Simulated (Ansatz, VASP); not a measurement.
Mg: VASP and Ansatz over several settings

```
Mg
1.0
     3.14379    0.00000    0.00000
    -1.57189    2.72260    0.00000
     0.00000    0.00000    5.10394
Mg
2
Direct
  0.66667 0.33333 0.75000
  0.33333 0.66667 0.25000
```

Change from the starting cell: volume scaled by 0.94.

Single points on this cell with VASP 6.6.1 and Ansatz 0.2.0. Each row is one pair of runs. Alike in all rows: spin: off; k mesh: 10 × 10 × 5; smearing: fermi-dirac, width 0.05 eV; VASP's potentials, cutoff: VASP PAW PBE potentials, release 64 (Mg), 520 eV.

```tsv
level	Ansatz's potentials, cutoff	gap on the k mesh at the Fermi level (eV), VASP	gap on the k mesh at the Fermi level (eV), Ansatz	pressure (GPa), VASP	pressure (GPa), Ansatz	largest component of the traceless stress (GPa), VASP	largest component of the traceless stress (GPa), Ansatz
PBE	Ansatz PAW, 420 eV	none	none	1.9	2.0	0.71	0.71
PBE	JTH PAW, 900 eV	none	none	1.9	2.1	0.71	0.71
PBE	SPMS NC, 762 eV	none	none	1.9	2.0	0.71	0.71
PBE	Ansatz PAW earlier set, 620 eV	none	none	1.9	2.0	0.71	0.71
```

Pressure (GPa): the two programs differ by at most 0.16; largest component of the traceless stress (GPa): the two programs differ by at most 0.006.

A gap of «none» marks a metal or a gap that the smearing closes.
